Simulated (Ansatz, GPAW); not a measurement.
Given: the input of a run of Ansatz 0.2.0 on ZnS. 

input.yaml

```yaml
crystal:
  lattice:
    - [0.0, 2.702, 2.702]
    - [2.702, 0.0, 2.702]
    - [2.702, 2.702, 0.0]
  atoms:
    - { symbol: Zn, position: [0.75, 0.75, 0.75] }
    - { symbol: S, position: [0.0, 0.0, 0.0] }
hamiltonian:
  xc: pbe
  pseudopotentials: { kind: paw }
kpoints:
  mp_grid: { grid: [9, 9, 9] }
scf:
  occupations: { method: gaussian, width: 0.02 }
output:
  forces: true
  stress: true
  eigenvalues: true
```

Potentials or basis: Ansatz PAW.

Launch:

```bash
$ ansatz run input.yaml --threads 2 --pin off --max-ram 5632MiB --backend cpu --events-out ev --progress --plain --runs-dir out
```

Task: Translate it to GPAW 26.7.0 (ASE script). Potentials or basis there: GPAW PAW data sets (gpaw-data 1.2.1), cutoff 600 eV.

Result: As run (cutoffs and basis follow the program's own potentials, and thresholds, step limits or extra output files can differ):

Contents of run.py:

```python
from ase import Atoms
from ase.dft.bandgap import bandgap
from ase.io import write
from ase.units import GPa
from gpaw import GPAW, PW

atoms = Atoms(['Zn', 'S'],
              cell=[[0.0, 2.702, 2.702],
                    [2.702, 0.0, 2.702],
                    [2.702, 2.702, 0.0]],
              scaled_positions=[[0.75, 0.75, 0.75],
                                [0.0, 0.0, 0.0]],
              pbc=True)

calc = GPAW(mode=PW(600),
            xc='PBE',
            kpts={'size': (9, 9, 9), 'gamma': True},
            occupations={'name': 'methfessel-paxton', 'order': 0, 'width': 0.02},
            nbands=18,
            convergence={'density': 1e-05, 'energy': 1e-05},
            maxiter=150,
            txt='gpaw.txt')
atoms.calc = calc
energy = atoms.get_potential_energy()
forces = atoms.get_forces()
stress = atoms.get_stress()
calc.write('gs.gpw')
write('result.traj', atoms)
print(f'Energy: {energy:.6f} eV')
print('Forces (eV/A):')
print(forces.round(4))
print('Stress (GPa):', (stress / GPa).round(3))
print('Fermi level:', round(calc.get_fermi_level(), 4), 'eV')
print(f'Gap: {bandgap(calc)[0]:.4f} eV, direct: {bandgap(calc, direct=True)[0]:.4f} eV')
```

Potentials or basis: GPAW PAW data sets (gpaw-data 1.2.1), pw.

Launch:

```sh
$ OMP_NUM_THREADS=1 python run.py
```

Both were run:

|  | Ansatz | GPAW |
| --- | --- | --- |
| Pressure | 1.6 GPa | 1.6 GPa |

Ansatz's pressure holds a Pulay term of +0.07 GPa for its cutoff of 420 eV, which the other run lacks.

Where Ansatz's input types no cutoff or centring, it takes its own default and a Γ-centred mesh.

Pressure is positive in compression.
